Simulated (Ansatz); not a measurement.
# WSe2: the cost of one run

Program: Ansatz 0.2.0. Level of theory: DFT PBEsol+U (U_eff = 1 eV on W d), plane waves, PAW, no spin–orbit coupling unless a run says so. These are calculated values, not measurements.

1 further run of the same task is left out (it didn't finish). Runs told in other sessions of the task aren't counted.

## (1) The structure to begin with

The structure is monoclinic, space group C2/m (No. 12). Conventional cell: a = 6.649 Å, b = 4.076 Å, c = 4.688 Å, α = 90.00°, β = 90.04°, γ = 90.00°. W (site symmetry 2/m) is surrounded by 6 Se at 2.48 to 2.75 Å. Se (site symmetry m) has 3 W at 2.48 to 2.75 Å in its first shell of neighbours.

As a file:

```xyz
6
Lattice="3.3243 -2.0378 0.0000 3.3210 2.0378 4.6879 -0.0065 0.0000 9.3759" Properties=species:S:1:pos:R:3 pbc="T T T"
W     0.0000    0.0000    0.0000
Se    4.5661    0.0000   10.7302
Se    2.0727    0.0000    3.3336
W    -0.0033    0.0000    4.6879
Se    4.5693    0.0000    6.0423
Se    2.0694    0.0000    8.0215
```

## (2) Ferromagnetic start, free, symmetry kept, no search

Contents of input.yaml:

```yaml
crystal:
  lattice:
    - [3.3242801, -2.03784983, 0.0]
    - [3.32100731, 2.03784983, 4.68793204]
    - [-0.00654558, 0.0, 9.37586408]
  atoms:
    - { symbol: W, position: [0.0, 0.0, 0.0], spin: 2.0 }
    - { symbol: Se, position: [0.6879, 0.6879, 0.8005] }
    - { symbol: Se, position: [0.3121, 0.3121, 0.1995] }
    - { symbol: W, position: [0.0, 0.0, 0.5], spin: 2.0 }
    - { symbol: Se, position: [0.6879, 0.6879, 0.3005] }
    - { symbol: Se, position: [0.3121, 0.3121, 0.6995] }
basis:
  ecutwfc: 420
  ecutrho_ratio: 4
kpoints:
  mp_grid: { grid: [6, 6, 4] }
hamiltonian:
  xc: pbesol
  hubbard:
    sites: [{ site: 0, l: d, u_eff: 1.0 }, { site: 3, l: d, u_eff: 1.0 }]
scf:
  occupations: { method: gaussian, width: 0.05 }
  lower_state_search: "off"
  max_iter: 150
output:
  forces: true
  stress: true
  eigenvalues: true
  populations: true
  hubbard: { sites: [{ site: 0, l: d }, { site: 3, l: d }] }
magnetization:
  spin_polarized: true
```

Run with:

```sh
$ ansatz run input.yaml --threads 4 --pin off --max-ram 6144MiB --backend cpu --events-out ev --progress --plain --runs-dir out
```

What time and memory should one allow on 4 threads of Intel Xeon 6975P-C (Granite Rapids), shared host?

About 15 s, with a peak of 1.3 GiB.
